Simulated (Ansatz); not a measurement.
**Checking a converged run of AlFe**

We look at AlFe: a test cell of our own (not relaxed), with 8 atoms per cell.

Computed with Ansatz development build ahead of 0.2.0, DFT, PBE, norm-conserving potentials, plane waves, scalar-relativistic.

```yaml
crystal:
  lattice:
    - [6.195205524, 0.0, 0.0]
    - [0.0, 6.195205524, 0.0]
    - [0.0, 0.0, 3.097602762]
  atoms:
    - { symbol: Fe, position: [0.00545098, -0.003411765, 0.024196078], spin: 4 }
    - { symbol: Al, position: [0.254196078, 0.252941176, 0.527882353] }
    - { symbol: Fe, position: [-0.008745098, 0.506784314, 0.028901961], spin: -4 }
    - { symbol: Al, position: [0.254901961, 0.753254902, 0.518705882] }
    - { symbol: Fe, position: [0.509215686, 0.004588235, 0.027568627], spin: -4 }
    - { symbol: Al, position: [0.745647059, 0.246352941, 0.529294118] }
    - { symbol: Fe, position: [0.495882353, 0.495568627, 0.013137255], spin: 4 }
    - { symbol: Al, position: [0.740392157, 0.750431373, 0.525843137] }
hamiltonian:
  xc: pbe
  pseudopotentials: { kind: nc }
kpoints:
  mp_grid: { grid: [1, 1, 1], shift: [0, 0, 0] }
magnetization:
  spin_polarized: true
scf:
  occupations: { method: fermi_dirac }
  mixing: { algorithm: broyden }
```

Settings in force: cutoff 1225 eV, smearing width 0.1 eV; Broyden mixing, default search for lower states.

The run converged after 52 iterations in all: ferrimagnetic, site moments Fe1 2.60, Fe3 -2.64, Fe5 -1.94, Fe7 2.37 μB, total 0.38 μB per cell.

One k-point is far from converged for this cell: the case tests the SCF and predicts nothing for the material.

Site moments are taken inside atomic spheres and don't add up to the total.

Q: The run converged. Is this the lowest state of the cell, and if not, what lies lower and how is it reached?

A: That can't be told from these runs. It is the lowest of 2 states reached by 3 converged runs, and the next lies 0.3 meV/atom higher (ferrimagnetic, site moments Fe1 2.60, Fe3 -2.64, Fe5 -2.31, Fe7 2.05 μB, total -0.30 μB per cell). That doesn't prove a ground state. States within about 5 meV/atom are too close for this mesh, smearing and search to settle their order. Only collinear orders within this cell were tried; the true ground state may need a larger cell. No run was started with parallel moments, and none ended so: a ferromagnetic state, which may lie lower, is missing here. Sign patterns typed on Fe1 Fe3 Fe5 Fe7: +--+; other orders that fit weren't typed. No run without spin polarisation was made.
